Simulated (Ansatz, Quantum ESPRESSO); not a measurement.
TiB2 and the pressure, program beside program

The cell as given:

Symmetry: P6/mmm, No. 191, hexagonal system. Conventional cell: a = 3.029 Å, b = 3.029 Å, c = 3.228 Å, α = 90.00°, β = 90.00°, γ = 120.00°. Ti (site symmetry 6/mmm) has 12 B at 2.38 Å as nearest neighbours. Around B (site symmetry -6m2) lie 3 B at 1.75 Å.

Kept alike: task relaxation of cell and atoms; functional PBEsol; k mesh 10 × 10 × 8; occupations fermi-dirac, width 0.05 eV; no spin polarisation. The mesh is that of the run's cell of 3 atoms. No spin-orbit coupling.

- A: Ansatz, all-electron LAPW, scalar-relativistic
- B: Quantum ESPRESSO, GBRV 1.5 PBEsol, cutoff 707 eV

| pressure (GPa) | A: volume (Å³/atom) | B: volume (Å³/atom) |
| --- | --- | --- |
| 0 | 8.375 | 8.379 |
| 5 | 8.223 | 8.226 |
| 10 | 8.083 | 8.086 |
| 20 | 7.834 | 7.837 |
| 30 | 7.618 | 7.619 |

Values hold for each row's relaxed cell, which stops near the pressure aimed at. The runs follow the start's structure, whether or not it is the stable one at these pressures.

**Question.** How large is the effect of the pressure, and do the programs agree on it?

**Answer.** From 0 to 30 GPa the volume moves by -0.757 in A, -0.760 in B (Å³/atom). Row by row the programs differ by 0.001 to 0.004, and over this span the shifts, as printed, agree within 1 %.
